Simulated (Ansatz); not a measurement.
Independent-particle absorption of CdTe (F-43m, a = 6.556 Å, b = 6.556 Å, c = 6.556 Å, α = 90.00°, β = 90.00°, γ = 90.00°), no local fields or excitons, 0.1 eV broadening. Method: DFT r2SCAN, scalar-relativistic, plane waves, PAW in Ansatz.

Cutoff 500 eV; k points 8×8×8 on the computed 2-atom cell (Γ-centred); Gaussian smearing, width 0.02 eV; no spin polarisation. The spectrum is summed on a 12×12×12 mesh.

```
Cd Te
1.0
     0.00000    3.27790    3.27790
     3.27790    0.00000    3.27790
     3.27790    3.27790    0.00000
Cd Te
1 1
Direct
  0.00000 0.00000 0.00000
  0.25000 0.25000 0.25000
```

| photon energy (eV) | ε2,zz |
| --- | --- |
| 0.0 | 0.00 |
| 0.4 | 0.00 |
| 0.8 | 0.00 |
| 1.2 | 0.37 |
| 1.6 | 1.25 |
| 2.0 | 1.68 |
| 2.4 | 2.32 |
| 2.8 | 4.58 |
| 3.2 | 8.21 |
| 3.6 | 6.89 |
| 4.0 | 6.46 |
| 4.4 | 8.04 |
| 4.8 | 18.22 |
| 5.2 | 8.66 |
| 5.6 | 6.01 |
| 6.0 | 7.78 |
| 6.4 | 7.85 |
| 6.8 | 5.25 |
| 7.2 | 4.46 |
| 7.6 | 3.25 |
| 8.0 | 1.93 |
| 8.4 | 1.91 |
| 8.8 | 1.60 |
| 9.2 | 1.43 |
| 9.6 | 1.29 |
| 10.0 | 1.17 |
| 10.4 | 0.87 |
| 10.8 | 0.89 |
| 11.2 | 0.84 |
| 11.6 | 0.96 |
| 12.0 | 0.71 |
| 12.4 | 0.60 |
| 12.8 | 0.61 |
| 13.2 | 0.72 |
| 13.6 | 0.62 |
| 14.0 | 0.68 |

The strongest peak lies near 4.8 eV. ε∞ (xx, yy, zz) = 7.7, 7.7, 7.7.

Cost: 1 run of about 1.3 core-minutes, on Intel Xeon Platinum 8488C (Sapphire Rapids) (shared hosts).